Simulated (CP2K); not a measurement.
MgSe under changes of volume

One of the cells (20.246 Å³/atom); the others are scaled copies at fixed shape and fractional positions:

```
Se Mg
1.0
     3.85444    0.00000    0.00000
     1.92722    3.33804    0.00000
     1.92722    1.11268    3.14714
Se Mg
1 1
Cartesian
  3.8544 2.2254 1.5736
  0.0000 0.0000 0.0000
```

```yaml
Program: CP2K 2026.2
Functional: PBEsol
Potentials_or_basis: POTENTIAL_UZH Se GTH-PBE-q6, Mg GTH-PBE-q10; TZVP-MOLOPT-PBE-GTH basis
Density_cutoff: 19048 eV
k_mesh: 8 × 8 × 8
Occupations: fermi-dirac, width 0.1 eV
Spin: no spin polarisation
```

```csv
volume (Å³/atom),energy over the lowest point (meV/atom),pressure (GPa),gap on the mesh (eV)
19.031,?,?,?
19.436,26.28,5.7,1.64
19.841,14.11,4.0,1.61
20.246,5.92,2.5,1.58
20.651,1.32,1.2,1.55
21.056,0.00,-0.1,1.52
21.461,1.60,-1.2,1.50
```

What does the run at 19.031 Å³/atom give?

Energy over the lowest point 42.87 meV/atom; pressure 7.5 GPa; gap on the mesh 1.67 eV.

Worked out: A Birch-Murnaghan fit of order 3 (a polynomial in V^(-2/3)) to the other rows has its minimum at 21.03 Å³/atom with B0 = V·E''(V) = 61 GPa and B' = 4.2. It gives 42.86 meV/atom at 19.031 Å³/atom, against the run's 42.87, and -dE/dV = 7.5 GPa, against 7.5. A straight line through the other rows of the gap, of slope -1.44 eV per unit of ln V, extrapolates to 1.67 eV, against the run's 1.67.

Energies are extrapolated to zero smearing.

Caveats: the potentials were made for another functional, which shifts forces and pressure; the basis of atomic orbitals isn't converged, which shifts pressures, moduli and gaps.

A mesh can miss the band edges. Spin-orbit coupling on Se is left out.
